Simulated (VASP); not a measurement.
# Cu (P6/mmm) in VASP: notebook

One crystal, Cu, is run at these levels: revPBE; tasks: single point.

Program: VASP 6.6.1. These are calculated values, not measurements. Logs are shortened: lines on timing, memory, paths and dates and some standing lists are left out, and cuts for length are marked.

## 1. The structure

The structure is hexagonal, space group P6/mmm (No. 191). Conventional cell: a = 4.162 Å, b = 4.162 Å, c = 2.500 Å, α = 90.00°, β = 90.00°, γ = 120.00°. Around Cu (site symmetry 6/mmm) lie 14 Cu at 2.50 to 2.71 Å. Around Cu (site symmetry -6m2) lie 11 Cu at 2.40 to 2.71 Å.

This isn't the form of Cu at room conditions, which is fcc.

## 2. Single point, revPBE

Input file INCAR:

```
PREC     = Accurate       # precision mode
ENCUT    = 520            # plane-wave cutoff, eV
EDIFF    = 1E-6           # SCF threshold, eV
ISMEAR   = -1             # smearing method
SIGMA    = 0.1            # smearing width, eV
LREAL    = F              # projectors in reciprocal space
LASPH    = T              # aspherical terms in the spheres
NELM     = 80             # most SCF steps
ALGO     = Fast           # electronic algorithm
ISIF     = 2              # what is computed and relaxed
LWAVE    = F              # write WAVECAR
LCHARG   = F              # write CHGCAR
GGA      = RE             # functional
NBANDS   = 24             # bands
```

Input file KPOINTS:

```
regular mesh
0
Gamma
  12 12 16
```

Input file POSCAR:

```
Cu
1.0
    4.1617684997      0.0000000000      0.0000000000
   -2.0808842499      3.6041972454      0.0000000000
    0.0000000000      0.0000000000      2.5001421832
Cu
3
Direct
    0.0000000000      1.0000000000      1.0000000000
    0.3333333333      0.6666666667      0.5000000000
    0.6666666667      0.3333333333      0.5000000000
```

Potentials or basis: VASP PAW PBE potentials, release 64 (Cu).

Run with:

```sh
cat potpaw_PBE.64/Cu/POTCAR > POTCAR
mpirun -np 1 vasp_std > vasp.out
```

OUTCAR:

```text
PREC = Accurate
   ENCUT = 520
   EDIFF = 1E-6
   ISMEAR = -1
   LREAL = F
   LASPH = T
   NELM = 80
   ISIF = 2
   GGA = RE

 ion  position               nearest neighbor table
   1  0.000  0.000  0.000-   2 2.71   3 2.71   2 2.71   3 2.71   3 2.71   3 2.71   2 2.71   2 2.71
                             3 2.71   3 2.71   2 2.71   2 2.71
   2  0.333  0.667  0.500-   3 2.40   3 2.40   3 2.40   1 2.71   1 2.71   1 2.71   1 2.71   1 2.71
                             1 2.71
   3  0.667  0.333  0.500-   2 2.40   2 2.40   2 2.40   1 2.71   1 2.71   1 2.71   1 2.71   1 2.71
                             1 2.71

  LATTYP: Found a hexagonal cell.
 ALAT       =     4.1617684997
 C/A-ratio  =     0.6007403303

  Lattice vectors:

 A1 = (   4.1617684997,   0.0000000000,   0.0000000000)
 A2 = (  -2.0808842499,   3.6041972454,   0.0000000000)
 A3 = (   0.0000000000,   0.0000000000,   2.5001421832)

Analysis of symmetry for initial positions (statically):
=====================================================================
 Subroutine PRICEL returns:
 Original cell was already a primitive cell.

 Routine SETGRP: Setting up the symmetry group for a
 hexagonal supercell.

 Subroutine GETGRP returns: Found 24 space group operations
 (whereof 24 operations were pure point group operations)
 out of a pool of 24 trial point group operations.

The static configuration has the point symmetry D_6h.

Analysis of symmetry for dynamics (positions and initial velocities):
=====================================================================
 Subroutine PRICEL returns:
 Original cell was already a primitive cell.

 Routine SETGRP: Setting up the symmetry group for a
 hexagonal supercell.

 Subroutine GETGRP returns: Found 24 space group operations
 (whereof 24 operations were pure point group operations)
 out of a pool of 24 trial point group operations.

The dynamic configuration has the point symmetry D_6h.

 Subroutine INISYM returns: Found 24 space group operations
 (whereof 24 operations are pure point group operations),
 and found     1 'primitive' translations

----------------------------------------------------------------------------------------

                                     Primitive cell

  volume of cell :      37.5017

  direct lattice vectors                    reciprocal lattice vectors
     4.161768500  0.000000000  0.000000000     0.240282466  0.138727147  0.000000000
    -2.080884250  3.604197245  0.000000000     0.000000000  0.277454293  0.000000000
     0.000000000  0.000000000  2.500142183     0.000000000  0.000000000  0.399977252

  length of vectors
     4.161768500  4.161768500  2.500142183     0.277454293  0.277454293  0.399977252

  position of ions in fractional coordinates (direct lattice)
     0.000000000  0.000000000  0.000000000
     0.333333333  0.666666667  0.500000000
     0.666666667  0.333333333  0.500000000

  ion indices of the primitive-cell ions
   primitive index   ion index
                 1           1
                 2           2
                 3           3

----------------------------------------------------------------------------------------

 KPOINTS: regular mesh

Automatic generation of k-mesh.
 Grid dimensions read from file:
 generate k-points for:   12   12   16

 Generating k-lattice:

  Cartesian coordinates                     Fractional coordinates (reciprocal lattice)
     0.020023539  0.011560596  0.000000000     0.083333333  0.000000000  0.000000000
     0.000000000  0.023121191  0.000000000     0.000000000  0.083333333  0.000000000
     0.000000000  0.000000000  0.024998578     0.000000000  0.000000000  0.062500000

  Length of vectors
     0.023121191  0.023121191  0.024998578

  Shift w.r.t. Gamma in fractional coordinates (k-lattice)
     0.000000000  0.000000000  0.000000000

 Subroutine IBZKPT returns following result:
 ===========================================

 Found    171 irreducible k-points:

 Following reciprocal coordinates:
            Coordinates               Weight
  0.000000  0.000000  0.000000      1.000000
  0.083333 -0.000000  0.000000      6.000000
  0.166667 -0.000000  0.000000      6.000000
  0.250000 -0.000000  0.000000      6.000000
  0.333333 -0.000000  0.000000      6.000000
  0.416667 -0.000000  0.000000      6.000000
[... 16 lines left out ...]
  0.250000 -0.000000  0.062500     12.000000
  0.333333 -0.000000  0.062500     12.000000
 [... further k-points ...]
   k-points           NKPTS =    171   k-points in BZ     NKDIM =    171   number of bands    NBANDS=     24
   number of dos      NEDOS =    301   number of ions     NIONS =      3
   total plane-waves  NPLWV =  20480
   dimension x,y,z NGX =    32 NGY =   32 NGZ =   20
   dimension x,y,z NGXF=    64 NGYF=   64 NGZF=   40
   ions per type =               3
   NGX,Y,Z   is equivalent  to a cutoff of  12.78, 12.78, 13.30 a.u.
   NGXF,Y,Z  is equivalent  to a cutoff of  25.57, 25.57, 26.60 a.u.
 SYSTEM =  unknown system
   PREC   = accura    normal or accurate (medium, high low for compatibility)
   ISTART =      0    job   : 0-new  1-cont  2-samecut
   ICHARG =      2    charge: 1-file 2-atom 10-const
   ISPIN  =      1    spin polarized calculation?
   LNONCOLLINEAR =      F non collinear calculations
   LSORBIT =      F    spin-orbit coupling
   LASPH  =      T    aspherical Exc in radial PAW
   ENCUT  =  520.0 eV  38.22 Ry    6.18 a.u.   7.74  7.74  4.65*2*pi/ulx,y,z
   NELM   =     80;   NELMIN=  2; NELMDL= -5     # of ELM steps
   EDIFF  = 0.1E-05   stopping-criterion for ELM
   LREAL  =      F    real-space projection
   EDIFFG = 0.1E-04   stopping-criterion for IOM
   NSW    =      0    number of steps for IOM
   IBRION =     -1    ionic relax: 0-MD 1-quasi-New 2-CG
   NFREE  =      0    steps in history (QN), initial steepest desc. (CG)
   ISIF   =      2    stress and relaxation
   ISYM   =      2    0-nonsym 1-usesym 2-fastsym
   POTIM  = 0.5000    time-step for ionic-motion
   TEBEG  =    0.0;   TEEND  =   0.0 temperature during run
   PSTRESS=    0.0 pullay stress
   NELECT =      33.0000    total number of electrons
   NUPDOWN=      -1.0000    fix difference up-down
   EMIN   =  10.00;   EMAX   =-10.00  energy-range for DOS
   EFERMI =   0.00;   METHOD = LEGACY
   ISMEAR =    -1;   SIGMA  =   0.10  broadening in eV -4-tet -1-fermi 0-gaus
   EFERMI_NEDOS =   21; number of points for ismear=-14 and -15
   IALGO  =     68    algorithm
   IMIX   =      4    mixing-type and parameters
     AMIX     =   0.40;   BMIX     =  1.00
     AMIX_MAG =   1.60;   BMIX_MAG =  1.00
  volume/ion in A,a.u.               =      12.50        84.36
  Fermi-wavevector in a.u.,A,eV,Ry     =   1.568781  2.964567 33.484957  2.461075
  Thomas-Fermi vector in A             =   2.670761
   LORBIT       =      0    0 simple, 1 ext, 2 COOP (PROOUT), +10 PAW based schemes
   GGA     = RE    functional components
   LHFCALC =     F    Hartree Fock is set to
   AEXX    =    0.0000 exact exchange contribution
   IVDW    =     0    specifies the selected vdW correction
   LEPSILON=     F    determine dielectric tensor
   LRPA    =     F    only Hartree local field effects (RPA)
 non-spin polarized calculation
 RMM-DIIS sequential band-by-band and
  energy-cutoff  :      520.00
  volume of cell :       37.50
 maximum number of plane-waves:      1032
 NGX is ok and might be reduce to    32
   NGX = 15   NGY = 15   NGZ =  9

 number of electron      33.0000009 magnetization

 Free energy of the ion-electron system (eV)
  ---------------------------------------------------
  ext. energy  EPLUGINS =         0.00000000
  ---------------------------------------------------
  free energy    TOTEN  =        -9.84921047 eV

  energy without entropy =       -9.81762711  energy(sigma->0) =       -9.83341879

 E-fermi :   7.0318     XC(G=0): -12.2912

 val. band max:        7.0173910792   @ k =   0.2500   0.0833   0.1250
 cond. band min:       7.0337167275   @ k =   0.2500   0.1667   0.1250
 fundamental gap:      0.0163256483
 Fermi energy:         7.0318467461

 k-point     1 :       0.0000    0.0000    0.0000
  band No.  band energies     occupation
      1      -1.8967      2.00000
      2       2.7505      2.00000
      3       3.5918      2.00000
      4       3.5918      2.00000
      5       3.6339      2.00000
      6       3.6485      2.00000
[... 16 lines left out ...]
     23      21.6528      0.00000
     24      26.8210      0.00000

 k-point     2 :       0.0833   -0.0000    0.0000
  band No.  band energies     occupation
      1      -1.8119      2.00000
      2       2.7524      2.00000
      3       3.3780      2.00000
      4       3.4961      2.00000
      5       3.5791      2.00000
      6       3.7650      2.00000
[... 16 lines left out ...]
     23      21.7707      0.00000
     24      26.8497      0.00000

 k-point     3 :       0.1667   -0.0000    0.0000
  band No.  band energies     occupation
      1      -1.5594      2.00000
      2       2.7302      2.00000
      3       3.1261      2.00000
      4       3.4254      2.00000
      5       3.4374      2.00000
      6       3.7976      2.00000
[... 16 lines left out ...]
     23      22.1199      0.00000
     24      26.9292      0.00000

 k-point     4 :       0.2500   -0.0000    0.0000
  band No.  band energies     occupation
      1      -1.1458      2.00000
      2       2.6018      2.00000
      3       2.8753      2.00000
      4       3.2762      2.00000
      5       3.4300      2.00000
      6       3.7638      2.00000
[... 16 lines left out ...]
     23      22.6879      0.00000
     24      26.1080      0.00000

 k-point     5 :       0.3333   -0.0000    0.0000
  band No.  band energies     occupation
      1      -0.5834      2.00000
      2       2.3052      2.00000
      3       2.5283      2.00000
      4       3.2765      2.00000
      5       3.4611      2.00000
      6       3.6908      2.00000
[... 451 lines left out ...]
 k-point    22 :       0.1667   -0.0000    0.0625
  band No.  band energies     occupation
      1      -1.4621      2.00000
      2       2.7842      2.00000
      3       3.1433      2.00000
      4       3.4278      2.00000
      5       3.4356      2.00000
      6       3.8250      2.00000
[... 16 lines left out ...]
     23      20.8612      0.00000
     24      28.3542      0.00000

 k-point    23 :       0.2500   -0.0000    0.0625
  band No.  band energies     occupation
      1      -1.0502      2.00000
      2       2.6567      2.00000
      3       2.9162      2.00000
      4       3.2801      2.00000
      5       3.4254      2.00000
      6       3.7978      2.00000
[... 16 lines left out ...]
     23      21.3615      0.00000
     24      26.1941      0.00000

 k-point    24 :       0.3333   -0.0000    0.0625
  band No.  band energies     occupation
      1      -0.4907      2.00000
      2       2.3682      2.00000
      3       2.5742      2.00000
      4       3.2897      2.00000
      5       3.4595      2.00000
      6       3.7259      2.00000
[... 16 lines left out ...]
     23      22.0292      0.00000
     24      24.1507      0.00000

 [... further k-points ...]
[... 5 lines left out ...]
  --------------------------------------------------------------------------------------
  -------------------------------------------------------------------------------------
  Total        0.1835733      0.1835733      0.0692742     -0.0000000      0.0000000     -0.0000000
  in kB        7.8427596      7.8427596      2.9595853     -0.0000000      0.0000000     -0.0000000
  external PRESSURE =       6.2150348 kB  Pullay stress =       0.0000000 kB

 VOLUME and BASIS-vectors are now :
 -----------------------------------------------------------------------------
  energy-cutoff  :      520.00
  volume of cell :       37.50
      direct lattice vectors                 reciprocal lattice vectors
     4.161768500  0.000000000  0.000000000     0.240282466  0.138727147  0.000000000
    -2.080884250  3.604197245  0.000000000     0.000000000  0.277454293  0.000000000
     0.000000000  0.000000000  2.500142183     0.000000000  0.000000000  0.399977252

 POSITION                                       TOTAL-FORCE (eV/Angst)
 -----------------------------------------------------------------------------------
      0.00000      0.00000      0.00000        -0.000000      0.000000      0.000000
     -0.00000      2.40280      1.25007        -0.000000      0.000000      0.000000
      2.08088      1.20140      1.25007         0.000000      0.000000     -0.000000
 -----------------------------------------------------------------------------------
    total drift:                               -0.000000      0.000000      0.000000

  FREE ENERGIE OF THE ION-ELECTRON SYSTEM (eV)
  ---------------------------------------------------
  free  energy   TOTEN  =        -9.8492104697 eV

  energy  without entropy=       -9.8176271087  energy(sigma->0) =       -9.83341879
```

It took 74 s on 1 thread of Intel Xeon Platinum 8559C (Emerald Rapids), shared host; peak memory 0.22 GiB.

Results:

```yaml
Free_energy: -9.8492 eV
Pressure: 0.6 GPa
Band_gap_on_the_k_mesh: none (metal or under the smearing width)
```

Caveat: the PAW data sets were made with another functional, which shifts forces and pressure a little.

## 3. Single point, revPBE

This run uses another cell than the first one, of 11.50 Å³/atom, 0.920 times its volume.

Input file INCAR:

```
PREC     = Accurate       # precision mode
ENCUT    = 520            # plane-wave cutoff, eV
EDIFF    = 1E-6           # SCF threshold, eV
ISMEAR   = -1             # smearing method
SIGMA    = 0.1            # smearing width, eV
LREAL    = False          # projectors in reciprocal space
LASPH    = True           # aspherical terms in the spheres
NELM     = 80             # most SCF steps
ALGO     = Fast           # electronic algorithm
ISIF     = 2              # what is computed and relaxed
LWAVE    = False          # write WAVECAR
LCHARG   = True           # write CHGCAR
GGA      = RE             # functional
LELF     = True           # ELF
LVHAR    = True         
NBANDS   = 24             # bands
```

KPOINTS is that of step 2.

Input file POSCAR:

```
Cu
1.0
    4.0476895401      0.0000000000      0.0000000000
   -2.0238447701      3.5054019684      0.0000000000
    0.0000000000      0.0000000000      2.4316103513
Cu
3
Direct
    0.0000000000      1.0000000000      1.0000000000
    0.3333333333      0.6666666667      0.5000000000
    0.6666666667      0.3333333333      0.5000000000
```

Potentials or basis: VASP PAW PBE potentials, release 64 (Cu).

Run with:

```sh
cat potpaw_PBE.64/Cu/POTCAR > POTCAR
mpirun -np 1 vasp_std > vasp.out
```

It took 72 s on 1 thread of Intel Xeon Platinum 8559C (Emerald Rapids), shared host; peak memory 0.21 GiB.

Results (log left out):

```
Free energy            : -9.7281 eV
Pressure               : 13.3 GPa
Band gap on the k mesh : none (metal or under the smearing width)
```

Stress tensor (GPa, compression positive):
```
13.57  0.00  0.00
 0.00 13.57  0.00
 0.00  0.00 12.77
```

Levels at points of the mesh, in eV from the Fermi level:
| k point | band 14 | band 15 | band 16 | band 17 | band 18 | band 19 |
| --- | --- | --- | --- | --- | --- | --- |
| (0.00, 0.00, 0.00) | -2.43 | -1.61 | -1.61 | 4.63 | 4.63 | 4.64 |
| (0.50, 0.00, 0.00) | -1.83 | -1.82 | -1.69 | -1.57 | -0.78 | 4.37 |
| (0.00, 0.00, 0.50) | -1.75 | -1.30 | -0.30 | 0.36 | 8.44 | 8.80 |
| (0.50, 0.00, 0.50) | -1.63 | -1.45 | 0.63 | 0.69 | 3.59 | 3.87 |

Caveat: the PAW data sets were made with another functional, which shifts forces and pressure a little.

## 4. Single point, revPBE

This run uses another cell than the first one, of 13.50 Å³/atom, 1.080 times its volume.

Input file INCAR:

```
SYSTEM = Cu
PREC = Accurate ; ENCUT = 520
EDIFF = 1E-7 ; ISMEAR = -1
SIGMA = 0.1 ; LREAL = .FALSE.
LASPH = .TRUE. ; NELM = 80
ALGO = Fast ; ISIF = 2
LWAVE = .FALSE. ; LCHARG = .FALSE.
GGA = RE ; NBANDS = 24
```

Input file KPOINTS:

```
regular mesh
0
G
  12 12 16
  0 0 0
```

Input file POSCAR:

```
Cu
1.0
    4.2699144181      0.0000000000      0.0000000000
   -2.1349572091      3.6978543581      0.0000000000
    0.0000000000      0.0000000000      2.5651097979
Cu
3
Direct
    0.0000000000      1.0000000000      1.0000000000
    0.3333333333      0.6666666667      0.5000000000
    0.6666666667      0.3333333333      0.5000000000
```

Run with:

```sh
cat potpaw_PBE.64/Cu/POTCAR > POTCAR
mpirun -np 1 vasp_std > vasp.out
```

It took 70 s on 1 thread of Intel Xeon Platinum 8559C (Emerald Rapids), shared host; peak memory 0.24 GiB.

It converged, with:

```
Free energy            : -9.7824 eV
Pressure               : -6.9 GPa
Band gap on the k mesh : none (metal or under the smearing width)
```

Stress tensor (GPa, compression positive):
```
-6.86  0.00  0.00
 0.00 -6.86  0.00
 0.00  0.00 -7.06
```

Levels at points of the mesh, in eV from the Fermi level:
| k point | band 13 | band 14 | band 15 | band 16 | band 17 | band 18 | band 19 | band 20 |
| --- | --- | --- | --- | --- | --- | --- | --- | --- |
| (0.00, 0.00, 0.00) | -2.11 | -2.11 | -1.48 | -1.48 | 4.21 | 4.21 | 4.24 | 4.24 |
| (0.50, 0.00, 0.00) | -1.67 | -1.66 | -1.64 | -1.53 | -1.45 | -0.37 | 3.55 | 12.66 |
| (0.00, 0.00, 0.50) | -1.60 | -1.60 | -1.24 | -0.32 | 0.19 | 7.71 | 7.98 | 7.98 |
| (0.50, 0.00, 0.50) | -1.68 | -1.49 | -1.36 | 0.61 | 0.83 | 3.13 | 3.13 | 6.32 |

Caveat: the PAW data sets were made with another functional, which shifts forces and pressure a little.

## 5. The runs side by side

| cell | further INCAR settings | gap on the mesh (eV) | pressure (GPa) |
| --- | --- | --- | --- |
| P6/mmm, 12.5 Å³/atom | ALGO = Fast; EDIFF = 1e-06; NBANDS = 24 | none | 0.6 |
| P6/mmm, 11.5 Å³/atom | ALGO = Fast; EDIFF = 1e-06; NBANDS = 24 | none | 13.3 |
| P6/mmm, 13.5 Å³/atom | ALGO = Fast; EDIFF = 1e-07; NBANDS = 24 | none | -6.9 |

Alike in all rows: task single point; level revPBE; potentials or basis VASP PAW PBE potentials, release 64 (Cu); no spin polarisation; k mesh 12 × 12 × 16; cutoff (eV) 520; smearing fermi-dirac 0.1 eV.

Every run on the cell as given and a fine mesh finds a metal.

Caveats: the PAW data sets were made with another functional, which shifts forces and pressure a little.

Total energies depend on the potentials used, so only differences within one code and one set of settings carry meaning.
